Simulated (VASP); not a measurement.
Input of a VASP 6.6.1 run:

File INCAR:

```
PREC = Accurate
ENCUT = 300
EDIFF = 1E-7
ISMEAR = 0
SIGMA = 0.02
LREAL = F
LASPH = T
NELM = 100
ALGO = Normal
ISIF = 3
LWAVE = F
LCHARG = F
GGA = PS
IBRION = 2
NSW = 90
EDIFFG = -0.005
```

File KPOINTS:

```
regular mesh
0
Gamma
  8 8 8
```

POSCAR

```
AlAs
1.0
    0.0000000000      2.8379008000      2.8379008000
    2.8379008000      0.0000000000      2.8379008000
    2.8379008000      2.8379008000      0.0000000000
Al As
1 1
Direct
    0.0000000000      0.0000000000      0.0000000000
    0.2500000000      0.2500000000      0.2500000000
```

Potentials or basis: VASP PAW PBE potentials, release 64 (Al, As).

The run is started by

```console
$ cat potpaw_PBE.64/Al/POTCAR potpaw_PBE.64/As/POTCAR > POTCAR
$ mpirun -np 1 vasp_std > vasp.out
```

Q: Predict the band gap on the k mesh.

A: 1.34 eV, indirect (least direct gap 1.90 eV).

Q: Estimate the space group after relaxing (to 0.05 Å).

A: F-43m (No. 216).

Q: What does it give for the relaxed cell?

A: a = 4.017 Å, b = 4.017 Å, c = 4.017 Å, α = 60.00°, β = 60.00°, γ = 60.00°.

Final structure:
```
Al As
1.0
     0.00000    2.84053    2.84053
     2.84053    0.00000    2.84053
     2.84053    2.84053    0.00000
Al As
1 1
Direct
  0.00000 0.00000 0.00000
  0.25000 0.25000 0.25000
```

 As with any semilocal functional, this PBEsol gap is likely too small.
